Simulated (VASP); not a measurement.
Write the native input for VASP 6.6.1 that does the following.

```
Task                   : single point
Functional             : PBE
Potentials or basis    : VASP PAW PBE potentials, release 64 (Te, Mo_sv)
Cutoff                 : 520 eV
k mesh                 : 6 × 6 × 2
Occupations            : gaussian, width 0.1 eV
Spin                   : no spin polarisation
Dipole correction      : no
Further INCAR settings : ALGO = Normal; EDIFF = 1e-06; NBANDS = 35
```

The structure of Te2Mo lies in POSCAR:

```
Te2Mo
1.0
    3.5656550000      0.0000000000      0.0000000000
   -1.7828270000      3.0879470000      0.0000000000
    0.0000000000      0.0000000000     14.6477790000
Te Mo
4 2
Direct
    0.3333330000      0.6666670000      0.6278230000
    0.6666670000      0.3333330000      0.1278230000
    0.6666670000      0.3333330000      0.3721770000
    0.3333330000      0.6666670000      0.8721770000
    0.3333330000      0.6666670000      0.2500000000
    0.6666670000      0.3333330000      0.7500000000
```

The cell is a database's computed one.

The input as run:

INCAR

```
PREC = Accurate
ENCUT = 520
EDIFF = 1E-6
ISMEAR = 0
SIGMA = 0.1
LREAL = False
LASPH = True
NELM = 100
ALGO = Normal
ISIF = 2
LWAVE = False
LCHARG = False
GGA = PE
NBANDS = 35
```

KPOINTS

```
Automatic mesh
0
Gamma
  6 6 2
```

Potentials or basis: VASP PAW PBE potentials, release 64 (Te, Mo_sv).

Launch:

```bash
$ cat potpaw_PBE.64/Te/POTCAR potpaw_PBE.64/Mo_sv/POTCAR > POTCAR
$ mpirun -np 1 vasp_std > vasp.out
```

Results of the run:

```yaml
Pressure: 0.8 GPa
Largest_force: 0.208 eV/Å
Band_gap_on_the_k_mesh: 0.94 eV, indirect (least direct gap 0.97 eV)
```

Caveat: spin-orbit coupling is left out, which moves the levels of the heavy elements; this functional lacks dispersion, which binds the layers, so the pressure and a relaxed spacing across them are unreliable.

Run time: 66 s on 1 thread of Intel(R) Xeon(R) Platinum 8488C (Sapphire Rapids), on a shared host, peak memory 0.3 GiB.
